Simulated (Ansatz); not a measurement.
A 2-atom cell of NaCl started from a crystallographic database, relaxed with r2SCAN: the symmetry is Fm-3m (No. 225, cubic); a = 5.605 Å in the conventional setting, 22.02 Å³ an atom. Around Na lie 6 Cl at 2.80 Å; around Cl lie 6 Na at 2.80 Å. One-shot G0W0@PBE in Ansatz 0.2.0 on a 6×6×6 mesh (contour deformation, no spin-orbit coupling), from a PBE gap of 5.179 eV over the mesh points (the G0W0 gap is direct on the mesh); the number N of bands summed and the screening cutoff rise together. Calculated for a static, non-magnetic cell.

```tsv
N	cutoff (eV)	1000/N	G0W0 gap (eV)
107	100	9.346	7.828
249	180	4.016	7.993
```

Question: Lay a straight line in 1000/N through these rows.

Answer: The slope is -0.0310 eV per unit of 1000/N and the intercept 8.117 eV.

Question: Predict the gap at N = 476 (260 eV).

Answer: 8.117 + (-0.0310) × 2.101 = 8.052 eV; the run gives 8.070 eV, +0.018 eV from the line.

Question: With that run's result added, what limit do the last two rows suggest?

Answer: Their slope is (8.070 − 7.993)/(2.101 − 4.016) = -0.0402, which meets 1/N = 0 at 8.15 eV, against 8.117 eV from the first line. The slope steepens, so 1/N isn't yet asymptotic and the true limit probably lies higher still; the k mesh isn't extrapolated.
